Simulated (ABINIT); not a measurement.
**TiO in ABINIT: convergence with nband**

The system is TiO.

```
CELL_PARAMETERS angstrom
3.03100 0.00000 0.00000
-1.51550 2.62492 0.00000
0.00000 0.00000 3.23770
ATOMIC_POSITIONS crystal
Ti 0.66667 0.33333 0.00000
O 0.00000 0.00000 0.50000
```

| Quantity | Value |
| --- | --- |
| Program | ABINIT 10.8.3 (patched build) |
| Task | single point |
| Functional | LDA |
| Potentials or basis | JTH PAW LDA v2.0 |
| Cutoff | 626 eV |
| k mesh | 10 × 10 × 8 |
| Occupations | fermi-dirac, width 0.05 eV |
| Spin | no spin polarisation |

These are the settings of the first run; the series varies nband, with any setting tied to it.

Hardware: 1 thread of Arm Neoverse V2, on a shared host.

```
nband  energy less the tightest run, at zero smearing (meV/atom)  SCF cycles  CPU time (s)  peak memory (GiB)
   10                                                       0.00          20            25               0.09
   11                                                       0.00          15            22               0.09
   12                                                       0.00          15            23                0.1
   13                                                       0.00          16            26                0.1
   14                                                       0.00          14            26                0.1
   17                                                       0.00          14            31                0.1
   23                                                       0.00          13            39               0.11
```

Against the tightest run, the energy stays within 1 meV/atom from 10 on. The tightest run that finished is the yardstick and may itself not be fully converged.
